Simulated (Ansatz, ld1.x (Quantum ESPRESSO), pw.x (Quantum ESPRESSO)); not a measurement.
**Equation-of-state test of one TM potential (tantalum)**

tantalum (Ta), norm-conserving Troullier–Martins (Kleinman–Bylander form), made with ld1.x (Quantum ESPRESSO) 7.5 (PBE, scalar-relativistic). Core [Xe] 4f14, reference 5d3 6s2 6p0. Waves: 6p (bound, empty): rc 4.00 bohr; 5d (bound): rc 2.30 bohr; 6s (bound): rc 2.50 bohr. Local part: the s channel. Core correction: none.

Atomic tests: cutoffs needed: 25 Ry and 35 Ry (the cutoffs (Ry, on a coarse ladder) from which the occupation-weighted sum of valence levels, in a spherical-Bessel basis at the reference potential, stays within 10 and 1 mRy of its value at 400 Ry); ghost test: no extra level below or beside the all-electron valence levels (p, d, s, f tested) (spherical-Bessel basis up to 400 Ry, 20 bohr box); largest excitation error: +142 meV (all-electron minus pseudo) for 5d2 6s0 6p0, out of 7 test configurations.

Crystal test: diamond Ta in pw.x 7.5, no spin, 8³ k-points, Fermi–Dirac smearing 0.01 Ry, cutoffs 45/180 Ry. The reference is all-electron LAPW (Ansatz 0.2.0) with the same functional, mesh and smearing; V0 and B0 come from Birch–Murnaghan fits to the pressures at five volumes. Errors are pseudo minus all-electron; Δ is the rms difference of the E(V) curves that follow from these fits, minima aligned, over ±6 % about the mean V0. Mesh and smearing are coarse, so the numbers serve the comparison and aren't converged zero-temperature values; the lattice is a test structure that the element need not adopt.

```tsv
V (Å³/atom)	P all-electron (GPa)	P pseudo (GPa)
27.063	3.83	6.09
27.775	1.81	4.01
28.487	-0.00	2.15
29.199	-1.63	0.46
29.911	-3.08	-1.05
```

All-electron: a0 = 6.108 Å (V0 = 28.49 Å³/atom), B0 = 68.6 GPa.

Pseudopotential: mean pressure error (GPa): +2.15; a0 (Å): 6.173; a0 error (%): +1.07; B0 error (%): -6.8; Δ (meV/atom): 13.3. The largest radius (4.00 bohr) exceeds half the bond length (2.50 bohr), so the spheres overlap, which is one possible source of error among others. This is a poor potential for the solid.

Task: At the middle volume, how do free energy and pressure move when the wave cutoff is lowered (ecutrho kept at four times it)?

Result:

```csv
cutoff (Ry),shift of F (meV/atom),shift of P (GPa)
20,+621.5,-14.71
27,+47.7,-2.07
36,+1.5,+0.04
```

Input at the middle volume:

```
&control
  calculation='scf', prefix='x', pseudo_dir='./', outdir='./tmp', tstress=.true., disk_io='none'
/
&system
  ibrav=0, nat=2, ntyp=1, ecutwfc=45, ecutrho=180, nbnd=12,
  occupations='smearing', smearing='fd', degauss=0.01
/
&electrons
  conv_thr=1e-09, mixing_beta=0.4, electron_maxstep=70
/
ATOMIC_SPECIES
Ta 1.0 Ta.UPF
CELL_PARAMETERS angstrom
  0.00000000 3.05409287 3.05409287
  3.05409287 0.00000000 3.05409287
  3.05409287 3.05409287 0.00000000
ATOMIC_POSITIONS crystal
Ta 0.0000 0.0000 0.0000
Ta 0.2500 0.2500 0.2500
K_POINTS automatic
8 8 8 0 0 0
```

```bash
pw.x < Ta.scf.in > Ta.scf.out
```

Lines of the output:

```
Message from routine setup:
     using ibrav=0 with symmetry is DISCOURAGED, use correct ibrav instead
     lattice parameter (alat)  =       8.1620  a.u.
     unit-cell volume          =     384.4796 (a.u.)^3
     number of electrons       =        10.00
     number of Kohn-Sham states=           12
     kinetic-energy cutoff     =      45.0000  Ry
     charge density cutoff     =     180.0000  Ry
     scf convergence threshold =      1.0E-09
     Exchange-correlation= PBE
     number of k points=    29  Fermi-Dirac smearing, width (Ry)=  0.0100
     iteration #  1     ecut=    45.00 Ry     beta= 0.40
     total energy              =     -19.71939346 Ry
     estimated scf accuracy    <       0.03445793 Ry
     iteration #  2     ecut=    45.00 Ry     beta= 0.40
     total energy              =     -19.72039373 Ry
     estimated scf accuracy    <       0.00683708 Ry
     iteration #  3     ecut=    45.00 Ry     beta= 0.40
     total energy              =     -19.72109752 Ry
     estimated scf accuracy    <       0.00061638 Ry
     iteration #  4     ecut=    45.00 Ry     beta= 0.40
     total energy              =     -19.72127908 Ry
     estimated scf accuracy    <       0.00003652 Ry
     iteration #  5     ecut=    45.00 Ry     beta= 0.40
     total energy              =     -19.72129398 Ry
     estimated scf accuracy    <       0.00000964 Ry
     iteration #  6     ecut=    45.00 Ry     beta= 0.40
     total energy              =     -19.72130328 Ry
     estimated scf accuracy    <       0.00000024 Ry
     iteration #  7     ecut=    45.00 Ry     beta= 0.40
     total energy              =     -19.72130323 Ry
     estimated scf accuracy    <       0.00000080 Ry
     iteration #  8     ecut=    45.00 Ry     beta= 0.40
     the Fermi energy is     6.1181 ev
!    total energy              =     -19.72130339 Ry
     estimated scf accuracy    <          2.0E-10 Ry
     smearing contrib. (-TS)   =      -0.01760926 Ry
     The total energy is F=E-TS. E is the sum of the following terms:
     one-electron contribution =       7.79929690 Ry
     hartree contribution      =       1.60600052 Ry
     xc contribution           =      -5.77496988 Ry
     ewald contribution        =     -23.33402167 Ry
     convergence has been achieved in   8 iterations
          total   stress  (Ry/bohr**3)                   (kbar)     P=       21.45
     Message from routine punch:
     Nothing written, as per user request (disk_io='none')
```

The run at the middle volume (29 k-points, 8 iterations) took about 9.9 s on one core of a shared host (Neoverse-V1, 32 threads, 247 GiB, load 31).
